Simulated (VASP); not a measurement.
# MgO (Fm-3m) in VASP: notebook

One crystal, MgO, is run at these levels: PBE; tasks: single point.

All numbers are computed with VASP 6.6.1; they aren't measurements. Logs are shortened: lines on timing, memory, paths and dates and some standing lists are left out, and cuts for length are marked.

**What was measured.**

From “Electronic structure of alkaline earth and post-transition metal oxides”, 2009, arxiv:0908.1581, for a bulk crystal of MgO: band gap 7.83 eV.

The results are compared with them further down.

## 1. The structure

The structure is cubic, space group Fm-3m (No. 225). The conventional cell has a = 4.303 Å, b = 4.303 Å, c = 4.303 Å, α = 90.00°, β = 90.00°, γ = 90.00°. Around Mg (site symmetry m-3m) lie 6 O at 2.15 Å. O (site symmetry m-3m) has 6 Mg at 2.15 Å as nearest neighbours.

## 2. Single point, PBE

Input file INCAR:

```
SYSTEM = MgO
PREC = Accurate
ENCUT = 520
EDIFF = 1E-7
ISMEAR = -1
SIGMA = 0.1
LREAL = .FALSE.
LASPH = .TRUE.
NELM = 100
ALGO = Fast
ISIF = 2
LWAVE = .FALSE.
LCHARG = .TRUE.
GGA = PE
LELF = .TRUE.
LVHAR = .TRUE.
NBANDS = 11
```

Input file KPOINTS:

```
Automatic mesh
0
G
  9 9 9
  0 0 0
```

Input file POSCAR:

```
MgO
1.0
    0.0000000000      2.1515000000      2.1515000000
    2.1515000000      0.0000000000      2.1515000000
    2.1515000000      2.1515000000      0.0000000000
Mg O
1 1
Direct
    0.0000000000      0.0000000000      0.0000000000
    0.5000000000      0.5000000000      0.5000000000
```

Potentials or basis: VASP PAW PBE potentials, release 64 (Mg, O).

On the command line:

```
$ cat potpaw_PBE.64/Mg/POTCAR potpaw_PBE.64/O/POTCAR > POTCAR
$ mpirun -np 1 vasp_std > vasp.out
```

OUTCAR:

```text
SYSTEM = MgO
   PREC = Accurate
   ENCUT = 520
   EDIFF = 1E-7
   ISMEAR = -1
   LREAL = .FALSE.
   LASPH = .TRUE.
   NELM = 100
   ISIF = 2
   GGA = PE

 ion  position               nearest neighbor table
   1  0.000  0.000  0.000-   2 2.15   2 2.15   2 2.15   2 2.15   2 2.15   2 2.15
   2  0.500  0.500  0.500-   1 2.15   1 2.15   1 2.15   1 2.15   1 2.15   1 2.15

  LATTYP: Found a face centered cubic cell.
 ALAT       =     4.3030000000

  Lattice vectors:

 A1 = (   0.0000000000,   2.1515000000,   2.1515000000)
 A2 = (   2.1515000000,   0.0000000000,   2.1515000000)
 A3 = (   2.1515000000,   2.1515000000,   0.0000000000)

Analysis of symmetry for initial positions (statically):
=====================================================================
 Subroutine PRICEL returns:
 Original cell was already a primitive cell.

 Routine SETGRP: Setting up the symmetry group for a
 face centered cubic supercell.

 Subroutine GETGRP returns: Found 48 space group operations
 (whereof 48 operations were pure point group operations)
 out of a pool of 48 trial point group operations.

The static configuration has the point symmetry O_h .

Analysis of symmetry for dynamics (positions and initial velocities):
=====================================================================
 Subroutine PRICEL returns:
 Original cell was already a primitive cell.

 Routine SETGRP: Setting up the symmetry group for a
 face centered cubic supercell.

 Subroutine GETGRP returns: Found 48 space group operations
 (whereof 48 operations were pure point group operations)
 out of a pool of 48 trial point group operations.

The dynamic configuration has the point symmetry O_h .

 Subroutine INISYM returns: Found 48 space group operations
 (whereof 48 operations are pure point group operations),
 and found     1 'primitive' translations

----------------------------------------------------------------------------------------

                                     Primitive cell

  volume of cell :      19.9184

  direct lattice vectors                    reciprocal lattice vectors
     0.000000000  2.151500000  2.151500000    -0.232396003  0.232396003  0.232396003
     2.151500000  0.000000000  2.151500000     0.232396003 -0.232396003  0.232396003
     2.151500000  2.151500000  0.000000000     0.232396003  0.232396003 -0.232396003

  length of vectors
     3.042680479  3.042680479  3.042680479     0.402521684  0.402521684  0.402521684

  position of ions in fractional coordinates (direct lattice)
     0.000000000  0.000000000  0.000000000
     0.500000000  0.500000000  0.500000000

[... 86 lines left out ...]
   PSTRESS=    0.0 pullay stress
   NELECT =       8.0000    total number of electrons
   NUPDOWN=      -1.0000    fix difference up-down
   EMIN   =  10.00;   EMAX   =-10.00  energy-range for DOS
   EFERMI =   0.00;   METHOD = LEGACY
   ISMEAR =    -1;   SIGMA  =   0.10  broadening in eV -4-tet -1-fermi 0-gaus
   EFERMI_NEDOS =   21; number of points for ismear=-14 and -15
   IALGO  =     68    algorithm
   IMIX   =      4    mixing-type and parameters
     AMIX     =   0.40;   BMIX     =  1.00
     AMIX_MAG =   1.60;   BMIX_MAG =  1.00
  volume/ion in A,a.u.               =       9.96        67.21
  Fermi-wavevector in a.u.,A,eV,Ry     =   1.207870  2.282543 19.850214  1.458950
  Thomas-Fermi vector in A             =   2.343495
   LORBIT       =      0    0 simple, 1 ext, 2 COOP (PROOUT), +10 PAW based schemes
   GGA     = PE    functional components
   LHFCALC =     F    Hartree Fock is set to
   AEXX    =    0.0000 exact exchange contribution
   IVDW    =     0    specifies the selected vdW correction
   LEPSILON=     F    determine dielectric tensor
   LRPA    =     F    only Hartree local field effects (RPA)
 non-spin polarized calculation
 RMM-DIIS sequential band-by-band and
  energy-cutoff  :      520.00
  volume of cell :       19.92
 maximum number of plane-waves:       545
   NGX = 11   NGY = 11   NGZ = 11

 number of electron       7.9999998 magnetization

 Free energy of the ion-electron system (eV)
  ---------------------------------------------------
  ext. energy  EPLUGINS =         0.00000000
  ---------------------------------------------------
  free energy    TOTEN  =       -11.89898371 eV

  energy without entropy =      -11.89898371  energy(sigma->0) =      -11.89898371

 E-fermi :   4.8485     XC(G=0): -10.7791

 val. band max:        2.7223589565   @ k =   0.0000   0.0000   0.0000
 cond. band min:       6.8500526880   @ k =   0.0000   0.0000   0.0000
 fundamental gap:      4.1276937315
 Fermi energy:         4.8484588925

 k-point     1 :       0.0000    0.0000    0.0000
  band No.  band energies     occupation
      1     -14.2254      2.00000
      2       2.7224      2.00000
      3       2.7224      2.00000
      4       2.7224      2.00000
      5       6.8501      0.00000
      6      18.1576      0.00000
      7      18.1576      0.00000
      8      18.1576      0.00000
      9      21.9094      0.00000
     10      23.6105      0.00000
     11      23.6105      0.00000
[... 309 lines left out ...]
 k-point    24 :       0.4444    0.4444    0.0000
  band No.  band energies     occupation
      1     -12.9032      2.00000
      2      -1.0416      2.00000
      3       1.4937      2.00000
      4       1.4937      2.00000
      5      11.8563      0.00000
      6      11.9874      0.00000
      7      15.1698      0.00000
      8      20.6623      0.00000
      9      20.6623      0.00000
     10      27.0344      0.00000
     11      28.3982      0.00000

 [... further k-points ...]

------------------------ aborting loop because EDIFF is reached ----------------------------------------

  FORCE on cell =-STRESS in cart. coord.  units (eV):
  Direction    XX          YY          ZZ          XY          YZ          ZX
  --------------------------------------------------------------------------------------
  -------------------------------------------------------------------------------------
  Total       -0.6868257     -0.6868257     -0.6868257      0.0000000      0.0000000      0.0000000
  in kB      -55.2462855    -55.2462855    -55.2462855      0.0000000      0.0000000      0.0000000
  external PRESSURE =     -55.2462855 kB  Pullay stress =       0.0000000 kB

 VOLUME and BASIS-vectors are now :
 -----------------------------------------------------------------------------
  energy-cutoff  :      520.00
  volume of cell :       19.92
      direct lattice vectors                 reciprocal lattice vectors
     0.000000000  2.151500000  2.151500000    -0.232396003  0.232396003  0.232396003
     2.151500000  0.000000000  2.151500000     0.232396003 -0.232396003  0.232396003
     2.151500000  2.151500000  0.000000000     0.232396003  0.232396003 -0.232396003

 POSITION                                       TOTAL-FORCE (eV/Angst)
 -----------------------------------------------------------------------------------
      0.00000      0.00000      0.00000        -0.000000     -0.000000     -0.000000
      2.15150      2.15150      2.15150         0.000000      0.000000      0.000000
 -----------------------------------------------------------------------------------
    total drift:                               -0.000000     -0.000000      0.000000

  FREE ENERGIE OF THE ION-ELECTRON SYSTEM (eV)
  ---------------------------------------------------
  free  energy   TOTEN  =       -11.8989837093 eV

  energy  without entropy=      -11.8989837092  energy(sigma->0) =      -11.89898371
```

It took 9 s on 1 thread of AMD EPYC 9R14 (Zen 4), shared host; peak memory 0.11 GiB.

Results:

- Free energy: -11.8990 eV
- Pressure: -5.5 GPa
- Band gap on the k mesh: 4.13 eV, direct

Levels at points of the mesh, in eV from the valence-band top:
```tsv
k point	band 1	band 2	band 3	band 4	band 5	band 6	band 7	band 8	band 9
(0.00, 0.00, 0.00)	-16.95	0.00	0.00	0.00	4.13	15.44	15.44	15.44	19.19
```

(Continued in part 2 of 2.)
